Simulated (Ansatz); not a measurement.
**O under changes of volume**

One of the cells (17.288 Å³/atom); the others are scaled copies at fixed shape and fractional positions:

```
O
1.0
     2.85140   -1.66242    0.00000
     2.85140    1.66242    0.00000
    -2.39449    0.00000    3.64705
O
2
Direct
  0.97455 0.97455 0.84443
  0.02545 0.02545 0.15557
```

| Quantity | Value |
| --- | --- |
| Program | Ansatz 0.2.0 |
| Functional | LDA |
| Potentials or basis | Ansatz PAW |
| Cutoff | 420 eV (not typed: the program's choice for these potentials) |
| k mesh | 10 × 10 × 7 |
| Occupations | fermi-dirac, width 0.05 eV |
| Spin | no spin polarisation |

```csv
volume (Å³/atom),energy over the lowest point (meV/atom),pressure (GPa),largest force (eV/Å)
16.251,0.00,-3.8,0.266
16.596,9.80,-4.9,0.439
16.942,?,?,?
17.288,35.63,-6.6,1.513
17.634,51.23,-7.4,2.006
17.979,68.31,-8.0,2.467
18.325,86.74,-8.6,2.899
```

What does the run at 16.942 Å³/atom give?

Energy over the lowest point 21.76 meV/atom; pressure -5.8 GPa; largest force 0.988 eV/Å.

Worked out: A Birch-Murnaghan fit of order 3 (a polynomial in V^(-2/3)) to the other rows has no minimum within the range. It gives 21.76 meV/atom at 16.942 Å³/atom, against the run's 21.76, and -dE/dV = -6.0 GPa, against -5.8.

Energies are extrapolated to zero smearing.

Caveats: spin is off for a triplet molecule; the PAW data sets come from PBE, with cores solved anew for the run's functional, which leaves a small shift of forces and pressure; forces of over 1 eV/Å show positions far from the minimum, so gaps and moduli don't describe the material at rest (some runs).
